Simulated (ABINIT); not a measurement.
# LiF (Griceite): changed settings of a GW run in ABINIT, part 2 of 2

What do changed inputs do to GW on LiF (Griceite)?

ABINIT 10.8.3; PBE and many-body steps on it, plane waves. Known limits of the many-body steps: not at the basis limit.

So far. Step 3 (Base): The gap on the mesh goes from 9.11 eV to 13.30 eV, a correction of +4.18 eV. Step 5 (No symmetry in the self-energy): Against G0W0 in ABINIT (6×6×6 mesh, 66 bands, screening to 217.7 eV, Godby-Needs plasmon pole), the gap moves by +0.000 eV.

## Step 6: Smaller part of the screening matrix

Level of this step: G0W0 on PBE, plane waves, norm-conserving pseudopotentials (ABINIT).

Input file run.abi:

```
acell 3*1.0 Angstrom
rprim 
  -0.000000000000 2.014000000000 2.014000000000
  2.014000000000 -0.000000000000 2.014000000000
  2.014000000000 2.014000000000 -0.000000000000
ntypat 2
znucl 3 9
natom 2
typat 1 2
xred 
  0.000000000000 0.000000000000 0.000000000000
  0.500000000000 0.500000000000 0.500000000000
pp_dirpath "pseudos"
pseudos "Li.upf, F.upf"
ecut 36
ngkpt 6 6 6
nshiftk 1
shiftk 0 0 0
kptopt 1
chksymbreak 0
istwfk *1
occopt 1
irdwfk 1
optdriver 4
nband 66
gwcalctyp 0
ecutsigx 36
symsigma 1
nkptgw 1
kptgw 
  0.0000000000 0.0000000000 0.0000000000
bdgw 
  3 9
ecuteps 4
irdscr 1
ppmodel 1
indata_prefix "in"
outdata_prefix "out"
tmpdata_prefix "tmp"
```

The run is started by

```sh
$ OMP_NUM_THREADS=1 mpirun -n 8 abinit run.abi > log
```

The log of the run:

```text
.Version 10.8.3 of ABINIT. v10.8.2 released Aug 2026.

 Symmetries : space group Fm -3 m (#225); Bravais cF (face-center cubic)
[... echo of the input left out ...]
== DATASET  1 ==================================================================
-   mpi_nproc: 8, omp_nthreads: 1 (-1 if OMP is not activated)

--- !DatasetInfo
iteration_state: {dtset: 1, }
dimensions: {natom: 2, nkpt: 16, mband: 66, nsppol: 1, nspinor: 1, nspden: 1, mpw: 1158, }
cutoff_energies: {ecut:  36.0, pawecutdg:  -1.0, }
electrons: {nelect:   1.00000000E+01, charge:   0.00000000E+00, occopt:   1.00000000E+00, tsmear:   1.00000000E-02, }

 SIGMA: Calculation of the GW corrections

 Based on a program developped by R.W. Godby, V. Olevano, G. Onida, and L. Reining.
 Incorporated in ABINIT by V. Olevano, G.-M. Rignanese, and M. Torrent.
.Using double precision arithmetic ; gwpc =  8

[... cell and pseudopotentials left out ...]
--------------------------------------------------------------------------------

 ==== K-mesh for the wavefunctions ====
 Number of points in the irreducible wedge :    16
[... list of points left out ...]
 Together with 48 symmetry operations and time-reversal symmetry
 yields   216 points in the full Brillouin Zone.

 ==== Q-mesh for screening function ====
 Number of points in the irreducible wedge :    16
[... list of points left out ...]
 Together with 48 symmetry operations and time-reversal symmetry
 yields   216 points in the full Brillouin Zone.

 vcoul_init : cutoff-mode = AUXILIARY_FUNCTION
 q-points for optical limit:   1
     1)      0.000010    0.000020    0.000030
 setmesh: FFT mesh size selected  =    30x   30x   30
          total number of points  =        27000

 Number of electrons calculated from density =   10.0000; Expected =   10.0000
[...]
number of q-points in BZ                          216
 number of frequencies for dSigma/dE                 9
 frequency step for dSigma/dE [eV]                0.25
 number of omega for Sigma on real axis              0
 max omega for Sigma on real axis  [eV]           0.00
 zcut for avoiding poles [eV]                     0.10

 EPSILON^-1 parameters (SCR file):
 dimension of the eps^-1 matrix on file            113
 dimension of the eps^-1 matrix used                51
 number of plane-waves for wavefunctions          1139
 number of bands                                    66
 number of q-points in IBZ                          16
 number of frequencies                               2
 number of real frequencies                          1
 number of imag frequencies                          1

 matrix elements of self-energy operator (all in [eV])

 Perturbative Calculation

--- !SelfEnergy_ee
iteration_state: {dtset: 1, }
kpoint     : [   0.000,    0.000,    0.000, ]
spin       : 1
KS_gap     :    9.115
QP_gap     :   13.315
Delta_QP_KS:    4.200
data: !SigmaeeData |
     Band     E0 <VxcDFT>   SigX SigC(E0)      Z dSigC/dE  Sig(E)    E-E0       E
        3  -0.974 -23.053 -30.724   4.432   0.838  -0.193 -25.768  -2.714  -3.688
        4  -0.974 -23.053 -30.724   4.432   0.838  -0.193 -25.768  -2.714  -3.688
        5  -0.974 -23.053 -30.724   4.432   0.838  -0.193 -25.768  -2.714  -3.688
        6   8.141 -11.451  -6.592  -3.197   0.894  -0.118  -9.965   1.486   9.627
        7  23.017 -10.011  -3.078  -4.064   0.884  -0.131  -7.475   2.536  25.553
        8  23.017 -10.011  -3.078  -4.064   0.884  -0.131  -7.475   2.536  25.553
        9  23.017 -10.011  -3.078  -4.064   0.884  -0.131  -7.475   2.536  25.553

== END DATASET(S) ==============================================================
================================================================================

 -outvars: echo values of variables after computation  --------
           etotal      0.0000000000E+00
            nband          66
             nkpt          16
          spgroup         225
 [... the other variables as echoed above ...]

 Calculation completed.
```

Run time: 1.7 s. Hardware: 8 MPI ranks of AMD EPYC 9R45, shared host; peak memory 0.12 GiB.

This step gave:

```yaml
g0w0_gap_on_the_points_computed: 13.32 eV
starting_gap_on_the_mesh: 9.115 eV
k_of_the_valence_top: 0, 0, 0
k_of_the_conduction_bottom: 0, 0, 0
z_at_the_valence_top: 0.838
z_at_the_conduction_bottom: 0.894
least_direct_g0w0_gap_on_the_computed_points: 13.32 eV
```

## Step 7: Fewer bands in the self-energy

run.abi: that of step 6 with these lines changed.

```diff
@@ -24,3 +24,3 @@
 optdriver 4
-nband 66
+nband 15
 gwcalctyp 0
@@ -33,3 +33,3 @@
   3 9
-ecuteps 4
+ecuteps 8
 irdscr 1
```

The run is started by

```sh
$ OMP_NUM_THREADS=1 mpirun -n 7 abinit run.abi > log
```

The log of the run:

```text
.Version 10.8.3 of ABINIT. v10.8.2 released Aug 2026.

 Symmetries : space group Fm -3 m (#225); Bravais cF (face-center cubic)
[... echo of the input left out ...]
== DATASET  1 ==================================================================
-   mpi_nproc: 7, omp_nthreads: 1 (-1 if OMP is not activated)

--- !DatasetInfo
iteration_state: {dtset: 1, }
dimensions: {natom: 2, nkpt: 16, mband: 15, nsppol: 1, nspinor: 1, nspden: 1, mpw: 1158, }
cutoff_energies: {ecut:  36.0, pawecutdg:  -1.0, }
electrons: {nelect:   1.00000000E+01, charge:   0.00000000E+00, occopt:   1.00000000E+00, tsmear:   1.00000000E-02, }

 SIGMA: Calculation of the GW corrections

 Based on a program developped by R.W. Godby, V. Olevano, G. Onida, and L. Reining.
 Incorporated in ABINIT by V. Olevano, G.-M. Rignanese, and M. Torrent.
.Using double precision arithmetic ; gwpc =  8

[... cell and pseudopotentials left out ...]
--------------------------------------------------------------------------------

 ==== K-mesh for the wavefunctions ====
 Number of points in the irreducible wedge :    16
[... list of points left out ...]
 Together with 48 symmetry operations and time-reversal symmetry
 yields   216 points in the full Brillouin Zone.

 ==== Q-mesh for screening function ====
 Number of points in the irreducible wedge :    16
[... list of points left out ...]
 Together with 48 symmetry operations and time-reversal symmetry
 yields   216 points in the full Brillouin Zone.

 vcoul_init : cutoff-mode = AUXILIARY_FUNCTION
 q-points for optical limit:   1
     1)      0.000010    0.000020    0.000030
 setmesh: FFT mesh size selected  =    30x   30x   30
          total number of points  =        27000

 Number of electrons calculated from density =   10.0000; Expected =   10.0000
[...]
number of q-points in BZ                          216
 number of frequencies for dSigma/dE                 9
 frequency step for dSigma/dE [eV]                0.25
 number of omega for Sigma on real axis              0
 max omega for Sigma on real axis  [eV]           0.00
 zcut for avoiding poles [eV]                     0.10

 EPSILON^-1 parameters (SCR file):
 dimension of the eps^-1 matrix on file            113
 dimension of the eps^-1 matrix used               113
 number of plane-waves for wavefunctions          1139
 number of bands                                    66
 number of q-points in IBZ                          16
 number of frequencies                               2
 number of real frequencies                          1
 number of imag frequencies                          1

 matrix elements of self-energy operator (all in [eV])

 Perturbative Calculation

--- !SelfEnergy_ee
iteration_state: {dtset: 1, }
kpoint     : [   0.000,    0.000,    0.000, ]
spin       : 1
KS_gap     :    9.115
QP_gap     :   12.970
Delta_QP_KS:    3.855
data: !SigmaeeData |
     Band     E0 <VxcDFT>   SigX SigC(E0)      Z dSigC/dE  Sig(E)    E-E0       E
        3  -0.974 -23.053 -30.724   5.380   0.834  -0.200 -24.963  -1.909  -2.883
        4  -0.974 -23.053 -30.724   5.380   0.834  -0.200 -24.963  -1.909  -2.883
        5  -0.974 -23.053 -30.724   5.380   0.834  -0.200 -24.963  -1.909  -2.883
        6   8.141 -11.451  -6.592  -2.684   0.895  -0.118  -9.505   1.946  10.087
        7  23.017 -10.011  -3.078  -3.346   0.891  -0.122  -6.816   3.195  26.212
        8  23.017 -10.011  -3.078  -3.346   0.891  -0.122  -6.816   3.195  26.212
        9  23.017 -10.011  -3.078  -3.346   0.891  -0.122  -6.816   3.195  26.212

== END DATASET(S) ==============================================================
================================================================================

 -outvars: echo values of variables after computation  --------
           etotal      0.0000000000E+00
            nband          15
             nkpt          16
          spgroup         225
 [... the other variables as echoed above ...]

 Calculation completed.
```

Run time: 1.8 s. Hardware: 7 MPI ranks; peak memory 0.13 GiB; 11 s of CPU time.

This step gave:

```yaml
g0w0_gap_on_the_points_computed: 12.97 eV
starting_gap_on_the_mesh: 9.115 eV
k_of_the_valence_top: 0, 0, 0
k_of_the_conduction_bottom: 0, 0, 0
z_at_the_valence_top: 0.834
z_at_the_conduction_bottom: 0.895
least_direct_g0w0_gap_on_the_computed_points: 12.97 eV
```

## Step 8: More bands than the file holds

run.abi: that of step 7 with these lines changed.

```diff
@@ -24,3 +24,3 @@
 optdriver 4
-nband 15
+nband 198
 gwcalctyp 0
```

The run is started by

```sh
$ OMP_NUM_THREADS=1 mpirun -n 8 abinit run.abi > log
```

The log of the run:

```text
.Version 10.8.3 of ABINIT. v10.8.2 released Aug 2026.

 Symmetries : space group Fm -3 m (#225); Bravais cF (face-center cubic)
================================================================================
 Values of the parameters that define the memory need of the present run
     intxc =       0    ionmov =       0      iscf =       7    lmnmax =       5
     lnmax =       5     mgfft =      30  mpssoang =       3    mqgrid =    3001
     natom =       2  nloc_mem =       1    nspden =       1   nspinor =       1
    nsppol =       1      nsym =      48    n1xccc =    2501    ntypat =       2
    occopt =       1   xclevel =       2
-    mband =         198        mffmem =           1         mkmem =           2
       mpw =        1158          nfft =       27000          nkpt =          16
================================================================================
  Rough estimation (10% accuracy) of disk space for files :
================================================================================

--------------------------------------------------------------------------------
------------- Echo of variables that govern the present computation ------------
--------------------------------------------------------------------------------
 -outvars: echo values of preprocessed input variables --------
            acell      1.8897261259E+00  1.8897261259E+00  1.8897261259E+00 Bohr

             bdgw           3       9
      chksymbreak           0
             ecut      3.60000000E+01 Hartree
          ecuteps      8.00000000E+00 Hartree
         ecutsigx      3.60000000E+01 Hartree
          ecutwfn      3.60000000E+01 Hartree
-          fftalg         312
           irdscr           1
           irdwfk           1

              ixc     -101130
[...]
SIGMA: Calculation of the GW corrections

 Based on a program developped by R.W. Godby, V. Olevano, G. Onida, and L. Reining.
 Incorporated in ABINIT by V. Olevano, G.-M. Rignanese, and M. Torrent.
.Using double precision arithmetic ; gwpc =  8

 Real(R)+Recip(G) space primitive vectors, cartesian coordinates (Bohr,Bohr^-1):
 R(1)=  0.0000000  3.8059084  3.8059084  G(1)= -0.1313747  0.1313747  0.1313747
 R(2)=  3.8059084  0.0000000  3.8059084  G(2)=  0.1313747 -0.1313747  0.1313747
 R(3)=  3.8059084  3.8059084  0.0000000  G(3)=  0.1313747  0.1313747 -0.1313747
 Unit cell volume ucvol=  1.1025670E+02 bohr^3
 Angles (23,13,12)=  6.00000000E+01  6.00000000E+01  6.00000000E+01 degrees

--- Pseudopotential description ------------------------------------------------
- Li Generated using ONCVPSP code by D. R. Hamann
-  3.00000   3.00000  171031                  znucl, zion, pspdat
12 -101130 1 -1 1944                          pspcod,pspxc,lmax,lloc,mmax
     nproj     2     2     0
  pspatm : epsatm=    2.74360059
         --- l  ekb(1:nproj) -->
[...]
pspatm: atomic psp has been read  and splines computed

- F Generated using ONCVPSP code by D. R. Hamann
-  9.00000   7.00000  171031                  znucl, zion, pspdat
12 -101130 2 -1 832                           pspcod,pspxc,lmax,lloc,mmax
     nproj     2     2     1
  pspatm : epsatm=    4.87625608
         --- l  ekb(1:nproj) -->
             0    6.519403    1.070094
             1   -3.955629   -1.291931
             2   -2.441503
 pspatm: atomic psp has been read  and splines computed

   7.61985667E+01                                ecore*ucvol(ha*bohr**3)
--------------------------------------------------------------------------------

--- !ERROR
message: |
    Number of bands stored WFK file is less than required.
    WFK mband: 74, self-energy nband: 198

--- !ERROR
message: |
    Number of bands stored WFK file is less than required.
    WFK mband: 74, self-energy nband: 198

--- from the log ---
Number of bands stored WFK file is less than required.
    WFK mband: 74, self-energy nband: 198
```

Elapsed: 1.3 s, on 8 MPI ranks; peak memory 0.06 GiB.

The run stopped with an error after 1.3 s.

The program's words: Number of bands stored WFK file is less than required. WFK mband: 74, self-energy nband: 198

The fault put into this input: more bands than the file holds.

## Step 9: Exchange cutoff of one hartree

run.abi: that of step 8 with these lines changed.

```diff
@@ -24,5 +24,5 @@
 optdriver 4
-nband 198
+nband 66
 gwcalctyp 0
-ecutsigx 36
+ecutsigx 1
 symsigma 1
```

The log of the run:

```text
.Version 10.8.3 of ABINIT. v10.8.2 released Aug 2026.

 Symmetries : space group Fm -3 m (#225); Bravais cF (face-center cubic)
[... echo of the input left out ...]
== DATASET  1 ==================================================================
-   mpi_nproc: 8, omp_nthreads: 1 (-1 if OMP is not activated)

--- !DatasetInfo
iteration_state: {dtset: 1, }
dimensions: {natom: 2, nkpt: 16, mband: 66, nsppol: 1, nspinor: 1, nspden: 1, mpw: 1158, }
cutoff_energies: {ecut:  36.0, pawecutdg:  -1.0, }
electrons: {nelect:   1.00000000E+01, charge:   0.00000000E+00, occopt:   1.00000000E+00, tsmear:   1.00000000E-02, }

 SIGMA: Calculation of the GW corrections

 Based on a program developped by R.W. Godby, V. Olevano, G. Onida, and L. Reining.
 Incorporated in ABINIT by V. Olevano, G.-M. Rignanese, and M. Torrent.
.Using double precision arithmetic ; gwpc =  8

[... cell and pseudopotentials left out ...]
--------------------------------------------------------------------------------

 ==== K-mesh for the wavefunctions ====
 Number of points in the irreducible wedge :    16
[... list of points left out ...]
 Together with 48 symmetry operations and time-reversal symmetry
 yields   216 points in the full Brillouin Zone.

 ==== Q-mesh for screening function ====
 Number of points in the irreducible wedge :    16
[... list of points left out ...]
 Together with 48 symmetry operations and time-reversal symmetry
 yields   216 points in the full Brillouin Zone.

 vcoul_init : cutoff-mode = AUXILIARY_FUNCTION
 q-points for optical limit:   1
     1)      0.000010    0.000020    0.000030
 setmesh: FFT mesh size selected  =    15x   15x   15
          total number of points  =         3375

 Number of electrons calculated from density =   10.0000; Expected =   10.0000
[...]
number of q-points in BZ                          216
 number of frequencies for dSigma/dE                 9
 frequency step for dSigma/dE [eV]                0.25
 number of omega for Sigma on real axis              0
 max omega for Sigma on real axis  [eV]           0.00
 zcut for avoiding poles [eV]                     0.10

 EPSILON^-1 parameters (SCR file):
 dimension of the eps^-1 matrix on file            113
 dimension of the eps^-1 matrix used                 1
 number of plane-waves for wavefunctions          1139
 number of bands                                    66
 number of q-points in IBZ                          16
 number of frequencies                               2
 number of real frequencies                          1
 number of imag frequencies                          1

 matrix elements of self-energy operator (all in [eV])

 Perturbative Calculation

--- !SelfEnergy_ee
iteration_state: {dtset: 1, }
kpoint     : [   0.000,    0.000,    0.000, ]
spin       : 1
KS_gap     :    9.115
QP_gap     :    4.330
Delta_QP_KS:   -4.785
data: !SigmaeeData |
     Band     E0 <VxcDFT>   SigX SigC(E0)      Z dSigC/dE  Sig(E)    E-E0       E
        3  -0.974 -23.053 -12.316   2.474   0.915  -0.093 -10.964  12.089  11.115
        4  -0.974 -23.053 -12.316   2.474   0.915  -0.093 -10.964  12.089  11.115
        5  -0.974 -23.053 -12.316   2.474   0.915  -0.093 -10.964  12.089  11.115
        6   8.141 -11.451  -1.107  -2.400   0.920  -0.087  -4.146   7.304  15.445
        7  23.017 -10.011  -0.205  -2.859   0.907  -0.102  -3.708   6.303  29.320
        8  23.017 -10.011  -0.205  -2.859   0.907  -0.102  -3.708   6.303  29.320
        9  23.017 -10.011  -0.205  -2.859   0.907  -0.102  -3.708   6.303  29.320

== END DATASET(S) ==============================================================
================================================================================

 -outvars: echo values of variables after computation  --------
           etotal      0.0000000000E+00
            nband          66
             nkpt          16
          spgroup         225
 [... the other variables as echoed above ...]

 Calculation completed.
```

Wall time 1.6 s (8 MPI ranks); peak memory 0.09 GiB.

The run ended normally, though the input holds a fault or crude settings.

The fault put into this input: exchange cutoff of one hartree. It printed a gap of 4.33 eV, an artefact of the input.

## Step 10: Side by side

Times are wall times on the hardware named with each run, good to a factor of about two. A run's time includes the screening step that it read.

| run | mesh | bands | screening cutoff (eV) | DFT gap (eV) | gap on the mesh (eV) | direct (eV) | ε∞ used | time |
| --- | --- | --- | --- | --- | --- | --- | --- | --- |
| base | 6×6×6 | 66 | 217.7 | 9.115 | 13.298 | 13.298 | 1.97 | 11 s |
| exchange cutoff | 6×6×6 | 66 | 217.7 | 9.115 | 11.889 | 11.889 | 1.97 | 11 s |
| no symmetry in the self-energy | 6×6×6 | 66 | 217.7 | 9.115 | 13.298 | 13.298 | 1.97 | 18 s |
| smaller part of the screening matrix | 6×6×6 | 66 | 108.8 | 9.115 | 13.315 | 13.315 | 1.97 | 11 s |
| fewer bands in the self-energy | 6×6×6 | 15 | 217.7 | 9.115 | 12.970 | 12.970 | 1.97 | 11 s |

## Step 11: Results

```yaml
base: 13.298 eV
exchange_cutoff: 11.889 eV
no_symmetry_in_the_self_energy: 13.298 eV
smaller_part_of_the_screening_matrix: 13.315 eV
fewer_bands_in_the_self_energy: 12.970 eV
known_limits: not at the basis limit
```

Exchange cutoff: −1.409 eV against base (keys changed: ecutsigx). No symmetry in the self-energy: no change against base (keys changed: symsigma). Smaller part of the screening matrix: +0.017 eV against base (keys changed: ecuteps). Fewer bands in the self-energy: −0.328 eV against base (keys changed: nband). Bands and cutoff are finite, so the gap is not at the basis limit. The miss can reach some tenths of an eV and take either sign; the mesh is an error of its own. In the G0W0 runs levels were corrected at 1 k point alone, so a gap called «on the mesh» is the least over those, and an edge elsewhere would be missed.

[Paths, hosts, dates, memory and timing lines, banners, echoed tables and standing remarks are left out of the program output.]

[Logs are printed without paths, hosts, clocks, repeated set-up lines and the standing remarks that a program may print on its own settings, such as how far it seeks lower states.]

[Runs of the session that timed out or met a known fault of the program may be left out.]

[Hosts, paths, dates, database ids (printed as entryN), source tags and the programs' standing remarks are cut or masked in the printed files.]

[G0W0 gaps are taken among the corrected bands and points alone; a level outside them can change the order at an edge.]

[Where Ansatz stands beside ABINIT at settings called matched, ABINIT's density can come from a denser mesh and the files from another edition; pairs whose starting gaps differed by over 0.03 eV were left out, so agreement reads better than it is.]
